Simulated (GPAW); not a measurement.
# GaAs (I4/mmm) in GPAW: convergence with basis set

Aim: find how far basis set must go before the results for GaAs settle, at PBE. This setting moves, with any that are tied to it; all else stays.

Everything below comes from runs of GPAW 26.7.0. Logs are shortened: lines on timing, memory, paths and dates and some standing lists are left out, and cuts for length are marked. The log counts tension as positive stress, the text compression.

### 1 The structure

Symmetry: I4/mmm, No. 139, tetragonal system. The conventional cell has a = 3.762 Å, b = 3.762 Å, c = 6.052 Å, α = 90.00°, β = 90.00°, γ = 90.00°. Ga (site symmetry 4/mmm) has 6 As at 2.66 to 3.03 Å as nearest neighbours. As (site symmetry 4/mmm) has 6 Ga at 2.66 to 3.03 Å as nearest neighbours.

The cell was built by a generator and needn't be a form met in nature.

### 2 With basis set lcao:sz(dzp)

run.py

```python
from ase.dft.bandgap import bandgap
from ase.io import read, write
from gpaw import GPAW

atoms = read('GaAs.xyz')

calc = GPAW(mode='lcao',
            h=0.16,
            basis='sz(dzp)',
            xc='PBE',
            kpts={'size': (8, 8, 8), 'gamma': True},
            occupations={'name': 'fermi-dirac', 'width': 0.05},
            convergence={'density': 1e-05, 'energy': 1e-05},
            maxiter=100,
            txt='gpaw.txt')
atoms.calc = calc
energy = atoms.get_potential_energy()
forces = atoms.get_forces()
calc.write('gs.gpw')
write('result.traj', atoms)
print(f'Energy: {energy:.6f} eV')
print('Forces (eV/A):')
print(forces.round(4))
print('Fermi level:', round(calc.get_fermi_level(), 4), 'eV')
print(f'Gap: {bandgap(calc)[0]:.4f} eV, direct: {bandgap(calc, direct=True)[0]:.4f} eV')
```

GaAs.xyz

```xyz
2
Lattice="-1.8807739600 1.8807739600 3.0258508800 1.8807739600 -1.8807739600 3.0258508800 1.8807739600 1.8807739600 -3.0258508800" Properties=species:S:1:pos:R:3 pbc="T T T"
Ga     0.0000000000      0.0000000000      0.0000000000
As     0.0000000000      0.0000000000      3.0258508800
```

Potentials or basis: GPAW PAW data sets (gpaw-data 1.2.1), lcao:sz(dzp).

Command:

```sh
$ OMP_NUM_THREADS=1 python run.py
```

gpaw.txt:

```text
__  _  _
 | _ |_)|_||  |
 |__||  | ||/\| - 26.7.0

Input parameters:
  mode=LCAO(),
  basis={'default': 'sz(dzp)'},
  convergence={'density': 1e-05, 'energy': 1e-05},
  h=0.16,
  kpts=MonkhorstPack(size=(8, 8, 8), gamma=True),
  maxiter=100,
  occupations=Occupations(name='fermi-dirac', width=0.05),
  xc=XC(name='PBE')

       As

       Ga

Atoms  # Å, Bohr magnetons
|   | symbol |        x |        y |        z |    initial magnetic moments |
|---|--------|----------|----------|----------|-----------------------------|
| 0 |     Ga | 0.000000 | 0.000000 | 0.000000 | ( 0.0000,  0.0000,  0.0000) |
| 1 |     As | 0.000000 | 0.000000 | 3.025851 | ( 0.0000,  0.0000,  0.0000) |

Unit cell  # Å
| periodic |         x |         y |         z |  lengths |     angles |
|----------|-----------|-----------|-----------|----------|------------|
|      yes | -1.880774 |  1.880774 |  3.025851 | 4.028696 | 124.340705 |
|      yes |  1.880774 | -1.880774 |  3.025851 | 4.028696 | 124.340705 |
|      yes |  1.880774 |  1.880774 | -3.025851 | 4.028696 |  82.632931 |

Number of symmetries: 16
Symmetry operations  # r_c * U_cc + t_c -> r_c
|    | kind |            matrix            |
|----|------|------------------------------|
|  0 |  σ   |  1, 1, 1,  0, 0,-1,  0,-1, 0 |
|  1 |  C4  |  1, 1, 1,  0, 0,-1, -1, 0, 0 |
|  2 |  E   |  1, 0, 0,  0, 1, 0,  0, 0, 1 |
|  3 |  σ   |  1, 0, 0,  0, 1, 0, -1,-1,-1 |
|  4 |  σ   |  0, 1, 0,  1, 0, 0,  0, 0, 1 |
|  5 |  C2  |  0, 1, 0,  1, 0, 0, -1,-1,-1 |
|  6 |  C2  |  0, 0, 1, -1,-1,-1,  1, 0, 0 |
|  7 |  S4  |  0, 0, 1, -1,-1,-1,  0, 1, 0 |
|  8 |  C4  |  0, 0,-1,  1, 1, 1,  0,-1, 0 |
|  9 |  σ   |  0, 0,-1,  1, 1, 1, -1, 0, 0 |
| 10 |  σ   |  0,-1, 0, -1, 0, 0,  1, 1, 1 |
| 11 |  C2  |  0,-1, 0, -1, 0, 0,  0, 0,-1 |
| 12 |  C2  | -1, 0, 0,  0,-1, 0,  1, 1, 1 |
| 13 |  i   | -1, 0, 0,  0,-1, 0,  0, 0,-1 |
| 14 |  S4  | -1,-1,-1,  0, 0, 1,  1, 0, 0 |
| 15 |  C2  | -1,-1,-1,  0, 0, 1,  0, 1, 0 |

BZ-sampling:
  Number of BZ points: 512
  Number of IBZ points: 59

  Monkhorst-Pack size: [8, 8, 8]
  Monkhorst-Pack shift: [0.0625, 0.0625, 0.0625]

K-points  # in reciprocal-cell coordinates
|     |                                coordinates |     weight |
|-----|--------------------------------------------|------------|
|   0 | (  0.00000000,   0.00000000,   0.00000000) | 0.00195312 |
|   1 | (  0.12500000,  -0.12500000,   0.00000000) | 0.00781250 |
|   2 | (  0.12500000,  -0.12500000,   0.12500000) | 0.00781250 |
|   3 | (  0.12500000,   0.00000000,   0.00000000) | 0.01562500 |
|   4 | (  0.12500000,   0.12500000,  -0.12500000) | 0.00390625 |
|   5 | (  0.25000000,  -0.25000000,   0.00000000) | 0.00781250 |
|   6 | (  0.25000000,  -0.25000000,   0.12500000) | 0.01562500 |
|   7 | (  0.25000000,  -0.25000000,   0.25000000) | 0.00781250 |
|   8 | (  0.25000000,  -0.12500000,   0.00000000) | 0.03125000 |
|   9 | (  0.25000000,  -0.12500000,   0.12500000) | 0.01562500 |
| ... |                                            |            |
|  58 | (  0.50000000,   0.50000000,   0.50000000) | 0.00195312 |

basis functions: 8
Spin-components: 1 (collinear spins)
Bands:           8
Projectors:      10
Spin-degeneracy: 2
Datatype:        <class 'complex'>

Parallelization:
  kpt:    1
  domain: 1
  band:   1

Density:
  Valence electrons: 8.0
  Components: 1
  Grid points: [20 20 20]
  Charge: 0.0  # |e|

Potential:
  Grid points: [20 20 20]

species:
  Ga:
    name:    Gallium
    Z:       31.0
[... 151 lines left out ...]
Bands:           8
Projectors:      10
Spin-degeneracy: 2
Datatype:        <class 'complex'>

Parallelization:
  kpt:    1
  domain: 1
  band:   1

Density:
  Valence electrons: 8.0
  Components: 1
  Grid points: [20 20 20]
  Charge: 0.0  # |e|

Potential:
  Grid points: [20 20 20]

species:
  Ga:
    name:    Gallium
    Z:       31.0
    valence: 3
    core:    28
    charge:  0.0  # [|e|]
    compensation charges:
      type: gauss
      rc: 0.37  # [Å]
      lmax: 2
    cutoffs:
      filter: 2.06  # [Å]
      core: 4.17  # [Å]
    projectors
    | kind |    occ | energy [eV] | rcut [Å] |
    |------|--------|-------------|----------|
    |   4s |  2.000 |      -8.945 |    1.164 |
    |   4p |  1.000 |      -2.580 |    1.164 |
    |    s |        |      18.266 |    1.164 |
    |    p |        |      24.631 |    1.164 |
    |    d |        |       0.000 |    1.164 |

    LCAO basis set for Ga:
      Name: sz(dzp)
      File: <dir>
      Number of radial functions: 2
      Number of spherical harmonics: 4
        l=0, rc=7.2656 Bohr: 4s-sz confined orbital
        l=1, rc=10.3438 Bohr: 4p-sz confined orbital
      Number of RI-basis functions 0

  As:
    name:    Arsenic
    Z:       33.0
    valence: 5
    core:    28
    charge:  0.0  # [|e|]
    compensation charges:
      type: gauss
      rc: 0.33  # [Å]
      lmax: 2
    cutoffs:
      filter: 1.87  # [Å]
      core: 2.96  # [Å]
    projectors
    | kind |    occ | energy [eV] | rcut [Å] |
    |------|--------|-------------|----------|
    |   4s |  2.000 |     -14.487 |    1.058 |
    |   4p |  3.000 |      -5.196 |    1.058 |
    |    s |        |      12.725 |    1.058 |
    |    p |        |      22.016 |    1.058 |
    |    d |        |       0.000 |    1.058 |

    LCAO basis set for As:
      Name: sz(dzp)
      File: <dir>
      Number of radial functions: 2
      Number of spherical harmonics: 4
        l=0, rc=6.1250 Bohr: 4s-sz confined orbital
        l=1, rc=7.9531 Bohr: 4p-sz confined orbital
      Number of RI-basis functions 0

Reference energy: -114387.645129  # eV

eigensolver:
  <gpaw.new.lcao.eigensolver.LCAOEigensolver object>
density mixing:
  MSR1-Mixer
  Pratt-step length: 0.05
  Maximum mixing coefficient: 0.75
  Old densities: 10
  SVD Regularization: 0.005
  Good broyden scale: 1.0
  Trust region scale: 1.0
  Backstep threshold: 4.0
  History deletion threshold: 6.0
  Fourier metric: weight=20.0, sigma=0.015

occupation numbers:
  Fermi-Dirac:
    width: 0.0500  # eV

FastPoissonSolver using
    Stencil: 12*3+1=37 point O(h^6) finite-difference Laplacian
    FFT axes: [np.int64(0), np.int64(1), np.int64(2)]
    FST axes: []

xc functional:
  name: PBE with 2 nearest neighbor stencil
interpolation: tri-quintic # 5. degree polynomial

convergence criteria:
- Maximum integral of absolute [dens]ity change: 1e-05 electrons / valence electron
- Maximum [total energy] change in last 3 cyles: 1e-05 eV / valence electron
- Maximum integral of absolute [eigenst]ate change: 4e-08 eV^2 / valence electron
maximum number of iterations: 100

SCF iterations
|iter     | |      energy | eigst |  dens |
|---------|-|-------------|-------|-------|
|iter:   1| |   -7.057497 |      c|       |
|iter:   2| |   -7.048844 |      c| -1.13 |
|iter:   3| |   -7.001057 |      c| -1.16 |
|iter:   4| |   -6.998372 |      c| -1.75 |
|iter:   5| |   -6.998348 |      c| -2.52 |
|iter:   6| |   -6.998351c|      c| -3.60 |
|iter:   7| |   -6.998348c|      c| -4.25 |
|iter:   8| |   -6.998348c|      c| -5.12c|

Converged in 8 steps
Energy contributions relative to reference atoms: (reference = -114387.645129)

Energy contributions:
  Kinetic:          10.539407
  Coulomb:          -9.253609
  Zero:              0.020189
  External:          0.000000
  Xc:               -8.299694
  Entropy:          -0.009283
  Spinorbit:         0.000000
  ----------------------------
  Free energy:      -7.002990
  Extrapolated:     -6.998348

dipole moment: (-11.079680, -11.079680, 2.286257)  # |e|*Ang

Fermi level: 5.403
Eigenvalues  # (at kpt = [0.000, 0.000, 0.000])
| band index |      eig [eV] | occ [0-2] |
|------------|---------------|-----------|
|          0 |        -7.154 |     2.000 |
|          1 |         4.666 |     2.000 |
|          2 |         4.973 |     2.000 |
|          3 |         4.973 |     2.000 |
|          4 |         6.280 |     0.000 |
|          5 |        10.610 |     0.000 |
|          6 |        14.336 |     0.000 |
|          7 |        14.336 |     0.000 |

No gap
No difference between direct/indirect transitions

Forces  # eV/Ang
|       x |        y |        z |
|---------|----------|----------|
| 0.00000 | -0.00000 |  0.00000 |  # Ga   0
| 0.00000 |  0.00000 | -0.00000 |  # As   1

# Writing to gs.gpw (mode='')
```

stdout:

```text
<dir> UserWarning: Initial realspace grid (20,20,16) inconsistent with symmetries.
  warnings.warn(
<dir> UserWarning: Using symmetrized grid: (20,20,20).

  warnings.warn('Using symmetrized grid: ({},{},{}).\n'.format(*N_c))
Energy: -6.998348 eV
Forces (eV/A):
[[ 0. -0.  0.]
 [ 0.  0. -0.]]
Fermi level: 5.4032 eV
Gap: 0.0000 eV, direct: 0.0000 eV
```

Wall time 41 s (1 thread of Arm Neoverse V1, shared host); peak memory 0.16 GiB.

Results:

- Free energy: -7.0030 eV
- Band gap on the k mesh: none (metal or under the smearing width)

### 3 With basis set lcao:szp(dzp)

Changes to run.py since step 2:

```diff
@@ -8,3 +8,3 @@
             h=0.16,
-            basis='sz(dzp)',
+            basis='szp(dzp)',
             xc='PBE',
```

GaAs.xyz is that of step 2.

Potentials or basis: GPAW PAW data sets (gpaw-data 1.2.1), lcao:szp(dzp).

Command:

```sh
$ OMP_NUM_THREADS=1 python run.py
```

Wall time 2.7 min (1 thread of Arm Neoverse V1, shared host); peak memory 0.18 GiB.

What came out:

* Free energy: -7.1988 eV
* Band gap on the k mesh: none (metal or under the smearing width)

### 4 With basis set lcao:dz(dzp)

Changes to run.py since step 3:

```diff
@@ -8,3 +8,3 @@
             h=0.16,
-            basis='szp(dzp)',
+            basis='dz(dzp)',
             xc='PBE',
```

GaAs.xyz is that of step 3.

Potentials or basis: GPAW PAW data sets (gpaw-data 1.2.1), lcao:dz(dzp).

Command:

```sh
$ OMP_NUM_THREADS=1 python run.py
```

Run time: 62 s. Hardware: 1 thread of Arm Neoverse V1, shared host; peak memory 0.17 GiB.

What came out:

```
Free energy            : -7.2154 eV
Band gap on the k mesh : none (metal or under the smearing width)
```

### 5 With basis set lcao:dzp

Changes to run.py since step 4:

```diff
@@ -8,3 +8,3 @@
             h=0.16,
-            basis='dz(dzp)',
+            basis='dzp',
             xc='PBE',
```

GaAs.xyz is that of step 4.

Potentials or basis: GPAW PAW data sets (gpaw-data 1.2.1), lcao:dzp.

Command:

```sh
$ OMP_NUM_THREADS=1 python run.py
```

Wall time 3.3 min (1 thread of Arm Neoverse V1, shared host); peak memory 0.19 GiB.

Results (log left out):

| Quantity | Value |
| --- | --- |
| Free energy | -7.3503 eV |
| Band gap on the k mesh | none (metal or under the smearing width) |

### 6 With basis set fd

Changes to run.py since step 5:

```diff
@@ -6,5 +6,4 @@
 
-calc = GPAW(mode='lcao',
+calc = GPAW(mode='fd',
             h=0.16,
-            basis='dzp',
             xc='PBE',
@@ -12,2 +11,3 @@
             occupations={'name': 'fermi-dirac', 'width': 0.05},
+            nbands=11,
             convergence={'density': 1e-05, 'energy': 1e-05},
```

GaAs.xyz is that of step 5.

Potentials or basis: GPAW PAW data sets (gpaw-data 1.2.1), fd.

Command:

```sh
$ OMP_NUM_THREADS=1 python run.py
```

Run time: 38 s. Hardware: 1 thread of Arm Neoverse V1, shared host; peak memory 0.3 GiB.

The run converged. Its results:

```yaml
Free_energy: -7.5237 eV
Band_gap_on_the_k_mesh: none (metal or under the smearing width)
```

### 7 With basis set pw

Changes to run.py since step 6:

```diff
@@ -2,3 +2,4 @@
 from ase.io import read, write
-from gpaw import GPAW
+from ase.units import GPa
+from gpaw import GPAW, PW
 
@@ -6,4 +7,3 @@
 
-calc = GPAW(mode='fd',
-            h=0.16,
+calc = GPAW(mode=PW(600),
             xc='PBE',
@@ -18,2 +18,3 @@
 forces = atoms.get_forces()
+stress = atoms.get_stress()
 calc.write('gs.gpw')
@@ -23,2 +24,3 @@
 print(forces.round(4))
+print('Stress (GPa):', (stress / GPa).round(3))
 print('Fermi level:', round(calc.get_fermi_level(), 4), 'eV')
```

GaAs.xyz is that of step 6.

Potentials or basis: GPAW PAW data sets (gpaw-data 1.2.1), pw.

Command:

```sh
$ OMP_NUM_THREADS=1 python run.py
```

Run time: 20 s. Hardware: 1 thread of Arm Neoverse V1, shared host; peak memory 0.16 GiB.

It converged, with:

```
Free energy            : -7.5305 eV
Pressure               : -3.1 GPa
Band gap on the k mesh : none (metal or under the smearing width)
```

### 8 Result

```csv
basis set,"energy less the tightest run, at zero smearing (meV/atom)",SCF cycles,CPU time (s),peak memory (GiB)
lcao:sz(dzp),263.68,8,41,0.16
lcao:szp(dzp),165.64,8,160,0.18
lcao:dz(dzp),157.59,9,62,0.17
lcao:dzp,90.08,8,200,0.19
fd,3.39,10,38,0.3
pw,0.00,9,20,0.16
```

Not settled before the last step: the energy (to 1 meV/atom). The tightest run that finished is the yardstick and may itself not be fully converged.
